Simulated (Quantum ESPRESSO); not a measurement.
# GaN (F-43m) in Quantum ESPRESSO: a series of runs, part 2 of 3

Quantum ESPRESSO 7.5. Earlier steps stand in the parts before.

### 3 Phonons, revPBE

Contents of pw.in:

```
&CONTROL
  calculation = 'scf'
  prefix = 'pwscf'
  outdir = './tmp'
  pseudo_dir = './pseudo'
  tprnfor = .true.
  tstress = .true.
  disk_io = 'low'
/
&SYSTEM
  ibrav = 0
  A = 3.18693112
  nat = 2
  ntyp = 2
  ecutwfc = 56
  ecutrho = 448
  nbnd = 19
  input_dft = 'revpbe'
  occupations = 'smearing'
  smearing = 'fd'
  degauss = 0.00367493
/
&ELECTRONS
  conv_thr = 4d-10
  electron_maxstep = 120
  mixing_beta = 0.5
/
ATOMIC_SPECIES
Ga    69.7230 ga_pbe_v1.4.uspp.F.UPF
N     14.0070 n_pbe_v1.2.uspp.F.UPF
CELL_PARAMETERS alat
   0.0000000000    0.7071067816    0.7071067816
   0.7071067816    0.0000000000    0.7071067816
   0.7071067816    0.7071067816    0.0000000000
ATOMIC_POSITIONS alat
Ga     0.0000000000    0.0000000000    0.0000000000
N      0.3535533908    0.3535533908    0.3535533908
K_POINTS automatic
8 8 8 1 1 1
```

Contents of relax.in:

```
&CONTROL
  calculation = 'vc-relax'
  prefix = 'pwscf'
  outdir = './tmp'
  pseudo_dir = './pseudo'
  tprnfor = .true.
  tstress = .true.
  disk_io = 'low'
  nstep = 40
  forc_conv_thr = 0.0001
  etot_conv_thr = 1d-06
/
&SYSTEM
  ibrav = 0
  A = 3.18693112
  nat = 2
  ntyp = 2
  ecutwfc = 56
  ecutrho = 448
  nbnd = 19
  input_dft = 'revpbe'
  occupations = 'smearing'
  smearing = 'fd'
  degauss = 0.00367493
/
&ELECTRONS
  conv_thr = 4d-10
  electron_maxstep = 120
  mixing_beta = 0.5
/
&IONS
  ion_dynamics = 'bfgs'
/
&CELL
  cell_dynamics = 'bfgs'
  press = 0
  press_conv_thr = 0.2
/
ATOMIC_SPECIES
Ga    69.7230 ga_pbe_v1.4.uspp.F.UPF
N     14.0070 n_pbe_v1.2.uspp.F.UPF
CELL_PARAMETERS alat
   0.0000000000    0.7071067816    0.7071067816
   0.7071067816    0.0000000000    0.7071067816
   0.7071067816    0.7071067816    0.0000000000
ATOMIC_POSITIONS alat
Ga     0.0000000000    0.0000000000    0.0000000000
N      0.3535533908    0.3535533908    0.3535533908
K_POINTS automatic
8 8 8 1 1 1
```

Contents of gamma.in:

```
&CONTROL
  calculation = 'bands'
  prefix = 'pwscf'
  outdir = './tmp'
  pseudo_dir = './pseudo'
  disk_io = 'low'
  verbosity = 'high'
/
&SYSTEM
  ibrav = 0
  A = 3.23307175
  nat = 2
  ntyp = 2
  ecutwfc = 56
  ecutrho = 448
  nbnd = 19
  input_dft = 'revpbe'
  occupations = 'smearing'
  smearing = 'fd'
  degauss = 0.00367493
/
&ELECTRONS
  conv_thr = 1d-08
  electron_maxstep = 120
  mixing_beta = 0.5
  diago_full_acc = .true.
  startingwfc = 'random'
/
ATOMIC_SPECIES
Ga    69.7230 ga_pbe_v1.4.uspp.F.UPF
N     14.0070 n_pbe_v1.2.uspp.F.UPF
CELL_PARAMETERS alat
   0.0000000000    0.7071067803    0.7071067803
   0.7071067803    0.0000000000    0.7071067803
   0.7071067803    0.7071067803    0.0000000000
ATOMIC_POSITIONS alat
Ga     0.0000000000    0.0000000000    0.0000000000
N      0.3535533901    0.3535533901    0.3535533901
K_POINTS crystal
1
0.0 0.0 0.0 1
```

Contents of scf2.in:

```
&CONTROL
  calculation = 'scf'
  prefix = 'pwscf'
  outdir = './tmp'
  pseudo_dir = './pseudo'
  tprnfor = .true.
  tstress = .true.
  disk_io = 'low'
/
&SYSTEM
  ibrav = 0
  A = 3.23307175
  nat = 2
  ntyp = 2
  ecutwfc = 56
  ecutrho = 448
  nbnd = 19
  input_dft = 'revpbe'
  occupations = 'fixed'
/
&ELECTRONS
  conv_thr = 1d-13
  electron_maxstep = 120
  mixing_beta = 0.5
  startingpot = 'file'
/
ATOMIC_SPECIES
Ga    69.7230 ga_pbe_v1.4.uspp.F.UPF
N     14.0070 n_pbe_v1.2.uspp.F.UPF
CELL_PARAMETERS alat
   0.0000000000    0.7071067803    0.7071067803
   0.7071067803    0.0000000000    0.7071067803
   0.7071067803    0.7071067803    0.0000000000
ATOMIC_POSITIONS alat
Ga     0.0000000000    0.0000000000    0.0000000000
N      0.3535533901    0.3535533901    0.3535533901
K_POINTS automatic
8 8 8 1 1 1
```

Contents of ph.in:

```
phonons of GaN
&INPUTPH
  prefix = 'pwscf'
  outdir = './tmp'
  tr2_ph = 1d-18
  fildyn = 'dyn'
  niter_ph = 90
  alpha_mix(1) = 0.7
  epsil = True
/
0.0000000000 0.0000000000 0.0000000000
```

Contents of dynmat.in:

```
&INPUT
  fildyn = 'dyn'
  asr = 'crystal'
  lperm = .true.
  filout = 'dynmat.disp'
  fileig = 'dynmat.eig'
/
```

Contents of dynmat_lo.in:

```
&INPUT
  fildyn = 'dyn'
  asr = 'crystal'
  filout = 'dynmat_lo.disp'
  fileig = 'dynmat_lo.eig'
  q(1) = 0
  q(2) = 0
  q(3) = 1
/
```

Potentials or basis: GBRV 1.5 PBE.

The run is started by

```bash
$ OMP_NUM_THREADS=1 mpirun -n 4 pw.x -nk 4 -in pw.in > pw.out
$ OMP_NUM_THREADS=1 mpirun -n 4 pw.x -nk 4 -in relax.in > relax.out
$ OMP_NUM_THREADS=1 mpirun -n 4 pw.x -in gamma.in > gamma.out
$ OMP_NUM_THREADS=1 mpirun -n 4 pw.x -nk 4 -in scf2.in > scf2.out
$ OMP_NUM_THREADS=1 mpirun -n 4 ph.x -nk 4 -in ph.in > ph.out
$ OMP_NUM_THREADS=1 mpirun -n 1 dynmat.x -in dynmat.in > dynmat.out
$ OMP_NUM_THREADS=1 mpirun -n 1 dynmat.x -in dynmat_lo.in > dynmat_lo.out
```

pw.out:

```text
This program is part of the open-source Quantum ESPRESSO suite
     for quantum simulation of materials; please cite
         "P. Giannozzi et al., J. Phys.:Condens. Matter 21 395502 (2009);
         "P. Giannozzi et al., J. Phys.:Condens. Matter 29 465901 (2017);
         "P. Giannozzi et al., J. Chem. Phys. 152 154105 (2020);
     in publications or presentations arising from this work. More details at

     IMPORTANT: XC functional enforced from input :
     Exchange-correlation= REVPBE
                           (   1   4   4   4   0   0   0)
     Any further DFT definition will be discarded
     Please, verify this is what you really want

     Message from routine setup:
     using ibrav=0 with symmetry is DISCOURAGED, use correct ibrav instead

     K-points division:     npool     =       4
     Subspace diagonalization in iterative solution of the eigenvalue problem:
     a serial algorithm will be used

     G-vector sticks info
     --------------------
     sticks:   dense  smooth     PW     G-vecs:    dense   smooth      PW
     Sum        1123     559    187                24693     8801    1639

     Using Slab Decomposition

     bravais-lattice index     =            0
     lattice parameter (alat)  =       6.0224  a.u.
     unit-cell volume          =     154.4542 (a.u.)^3
     number of atoms/cell      =            2
     number of atomic types    =            2
     number of electrons       =        24.00
     number of Kohn-Sham states=           19
     kinetic-energy cutoff     =      56.0000  Ry
     charge density cutoff     =     448.0000  Ry
     scf convergence threshold =      4.0E-10
     mixing beta               =       0.5000
     number of iterations used =            8  plain     mixing
     Exchange-correlation= REVPBE
                           (   1   4   4   4   0   0   0)

     celldm(1)=   6.022427  celldm(2)=   0.000000  celldm(3)=   0.000000
     celldm(4)=   0.000000  celldm(5)=   0.000000  celldm(6)=   0.000000

     crystal axes: (cart. coord. in units of alat)
               a(1) = (   0.000000   0.707107   0.707107 )
               a(2) = (   0.707107   0.000000   0.707107 )
               a(3) = (   0.707107   0.707107   0.000000 )

     reciprocal axes: (cart. coord. in units 2 pi/alat)
               b(1) = ( -0.707107  0.707107  0.707107 )
               b(2) = (  0.707107 -0.707107  0.707107 )
               b(3) = (  0.707107  0.707107 -0.707107 )

     PseudoPot. # 1 for Ga read from file:
     ga_pbe_v1.4.uspp.F.UPF
     Pseudo is Ultrasoft + core correction, Zval = 19.0
     Generated by new atomic code, or converted to UPF format
     Using radial grid of  871 points,  6 beta functions with:
                l(1) =   0
                l(2) =   0
                l(3) =   1
                l(4) =   1
                l(5) =   2
                l(6) =   2
     Q(r) pseudized with  8 coefficients,  rinner =    1.250   1.250   1.250
                                                       1.250   1.250

     PseudoPot. # 2 for N  read from file:
     n_pbe_v1.2.uspp.F.UPF
     Pseudo is Ultrasoft + core correction, Zval =  5.0
     Generated by new atomic code, or converted to UPF format
     Using radial grid of  729 points,  4 beta functions with:
                l(1) =   0
                l(2) =   0
                l(3) =   1
                l(4) =   1
     Q(r) pseudized with  8 coefficients,  rinner =    0.900   0.900   0.900

     atomic species   valence    mass     pseudopotential
     Ga               19.00    69.72300     Ga( 1.00)
     N                 5.00    14.00700     N ( 1.00)

     24 Sym. Ops. (no inversion) found

   Cartesian axes

     site n.     atom                  positions (alat units)
         1        Ga     tau(   1) = (   0.0000000   0.0000000   0.0000000  )
         2        N      tau(   2) = (   0.3535534   0.3535534   0.3535534  )

     number of k points=    60  Fermi-Dirac smearing, width (Ry)=  0.0037
                       cart. coord. in units 2pi/alat
        k(    1) = (   0.0441942   0.0441942   0.0441942), wk =   0.0078125
        k(    2) = (   0.1325825   0.1325825  -0.0441942), wk =   0.0234375
        k(    3) = (   0.2209709   0.2209709  -0.1325825), wk =   0.0234375
        k(    4) = (   0.3093592   0.3093592  -0.2209709), wk =   0.0234375
        k(    5) = (  -0.3093592  -0.3093592   0.3977476), wk =   0.0234375
        k(    6) = (  -0.2209709  -0.2209709   0.3093592), wk =   0.0234375
[... 52 lines left out ...]
        k(   59) = (   0.3093592   0.3093592   0.3093592), wk =   0.0078125
        k(   60) = (  -0.3093592  -0.3093592   0.9280776), wk =   0.0234375

     Dense  grid:    24693 G-vectors     FFT dimensions: (  45,  45,  45)

     Smooth grid:     8801 G-vectors     FFT dimensions: (  30,  30,  30)

     Check: negative core charge=   -0.000001

     Initial potential from superposition of free atoms

     starting charge      23.0000, renormalised to      24.0000
     Starting wfcs are   16 randomized atomic wfcs +    3 random wfcs

     Self-consistent Calculation

     iteration #  1     ecut=    56.00 Ry     beta= 0.50
     Davidson diagonalization with overlap
     ethr =  1.00E-02,  avg # of iterations =  5.6

     total energy              =    -433.08220646 Ry
     estimated scf accuracy    <       5.44750795 Ry
[... 57 lines left out ...]
     iteration # 10     ecut=    56.00 Ry     beta= 0.50
     Davidson diagonalization with overlap
     ethr =  6.76E-12,  avg # of iterations =  2.3

     End of self-consistent calculation

          k = 0.0442 0.0442 0.0442 (  1085 PWs)   bands (ev):

   -81.8138 -81.8137 -81.8137  -4.9609  -2.4993  -2.4993  -2.4905  -2.1847
    -2.1847  10.3968  10.8610  10.8610  13.1286  21.0882  21.3760  21.3760
    28.8133  28.9600  28.9600
[... 351 lines left out ...]
   -81.8150 -81.8141 -81.8140  -4.0588  -2.4127  -2.3862  -2.1651  -2.1458
    -0.8465   4.1617   8.9920   9.7495  16.5027  18.8388  21.2933  21.8104
    27.5932  30.0026  30.0209

     the Fermi energy is    12.2022 ev

!    total energy              =    -435.63231093 Ry
     estimated scf accuracy    <          2.0E-11 Ry
     smearing contrib. (-TS)   =      -0.00000000 Ry
     internal energy E=F+TS    =    -435.63231093 Ry

     The total energy is F=E-TS. E is the sum of the following terms:
     one-electron contribution =    -337.32031250 Ry
     hartree contribution      =     181.56077572 Ry
     xc contribution           =     -54.19177615 Ry
     ewald contribution        =    -225.68099800 Ry

     convergence has been achieved in  10 iterations

     Forces acting on atoms (cartesian axes, Ry/au):

     atom    1 type  1   force =     0.00000000    0.00000000    0.00000000
     atom    2 type  2   force =    -0.00000000    0.00000000    0.00000000

     Total force =     0.000000     Total SCF correction =     0.000000

     Computing stress (Cartesian axis) and pressure

          total   stress  (Ry/bohr**3)                   (kbar)     P=       78.59
   0.00053427   0.00000000  -0.00000000           78.59        0.00       -0.00
   0.00000000   0.00053427  -0.00000000            0.00       78.59       -0.00
  -0.00000000  -0.00000000   0.00053427           -0.00       -0.00       78.59

=------------------------------------------------------------------------------=
   JOB DONE.
=------------------------------------------------------------------------------=
```

relax.out:

```text
This program is part of the open-source Quantum ESPRESSO suite
     for quantum simulation of materials; please cite
         "P. Giannozzi et al., J. Phys.:Condens. Matter 21 395502 (2009);
         "P. Giannozzi et al., J. Phys.:Condens. Matter 29 465901 (2017);
         "P. Giannozzi et al., J. Chem. Phys. 152 154105 (2020);
[... 2668 lines left out ...]
  -0.00000000   0.00000112  -0.00000000           -0.00        0.16       -0.00
   0.00000000  -0.00000000   0.00000112            0.00       -0.00        0.16

=------------------------------------------------------------------------------=
   JOB DONE.
=------------------------------------------------------------------------------=
```

gamma.out:

```text
This program is part of the open-source Quantum ESPRESSO suite
     for quantum simulation of materials; please cite
         "P. Giannozzi et al., J. Phys.:Condens. Matter 21 395502 (2009);
         "P. Giannozzi et al., J. Phys.:Condens. Matter 29 465901 (2017);
         "P. Giannozzi et al., J. Chem. Phys. 152 154105 (2020);
     in publications or presentations arising from this work. More details at
[... 361 lines left out ...]

   -82.5290 -82.5290 -82.5290  -5.3349  -3.1663  -3.1663  -3.1663  -2.8870
    -2.8870  10.2150  10.2150  10.2150  11.7518  20.3468  20.3468  20.3468
    27.4005  28.7651  28.7651

=------------------------------------------------------------------------------=
   JOB DONE.
=------------------------------------------------------------------------------=
```

Wall time 7.4 min (4 MPI ranks of Intel Xeon at 2.50GHz (Skylake/Cascade Lake), shared host); peak memory 0.48 GiB.

Results:

* Free energy: -5927.1044 eV
* Relaxed volume: 11.95 Å³/atom
* Relaxed cell: a = 3.233 Å, b = 3.233 Å, c = 3.233 Å, α = 60.00°, β = 60.00°, γ = 60.00°
* Space group after relaxing (to 0.05 Å): F-43m (No. 216)
* Pressure after relaxing: 0.0 GPa
* Electronic dielectric tensor (diagonal): 6.09
* Born charges (mean of the diagonal): Ga +2.70; N -2.70 e
* Highest phonon frequency at Γ, LO-TO splitting left out: 507 cm⁻¹
* Static dielectric tensor (diagonal): 11.11

Step by step:
```csv
step,energy change (eV),largest force (eV/Å),pressure (GPa),volume (Å³)
1,0.0000,0.0000,7.86,22.89
2,-0.0236,0.0000,0.51,23.82
3,-0.0237,0.0000,0.08,23.88
4,-0.0237,0.0000,0.00,23.90
```

Final structure:
```
Ga N
1.0
     0.00000    2.28613    2.28613
     2.28613    0.00000    2.28613
     2.28613    2.28613    0.00000
Ga N
1 1
Direct
  0.00000 0.00000 0.00000
  0.25000 0.25000 0.25000
```

Levels at points of the mesh, in eV from the valence-band top:
```tsv
k point	band 8	band 9	band 10	band 11	band 12	band 13	band 14	band 15	band 16	band 17
(0.06, 0.06, 0.06)	-13.06	-13.06	-0.49	0.00	0.00	2.02	9.95	10.24	10.24	17.47
```

Phonon frequencies in cm⁻¹ (negative: imaginary):
| q point | frequencies |
| --- | --- |
| (0.000, 0.000, 0.000) | 3 3 3 507 507 507 |

Electronic dielectric tensor:
```
6.09 0.00 0.00
0.00 6.09 0.00
0.00 0.00 6.09
```

Born effective charge tensors (e):
atom 1, Ga
```
2.70 0.00 0.00
0.00 2.70 0.00
0.00 0.00 2.70
```
atom 2, N
```
-2.70  0.00  0.00
 0.00 -2.70  0.00
 0.00  0.00 -2.70
```

Optical modes at Γ, degenerate ones joined, polar ones without the macroscopic field:
```csv
cm⁻¹,components,symmetry,active in,"IR intensity, summed ((D/Å)²/amu)"
507,3,T2,IR and Raman,43.29
```

Zone-centre frequencies without and with the macroscopic field along z (cm⁻¹):
|  | optical modes in rising order |
| --- | --- |
| without | 507 507 507 |
| with the field | 507 507 684 |

Static dielectric tensor, electrons and zone-centre modes:
```
11.11  0.00  0.00
 0.00 11.11  0.00
 0.00  0.00 11.11
```

Caveat: the potentials were made for another functional, which shifts forces and pressure.

(Continued in part 3 of 3.)
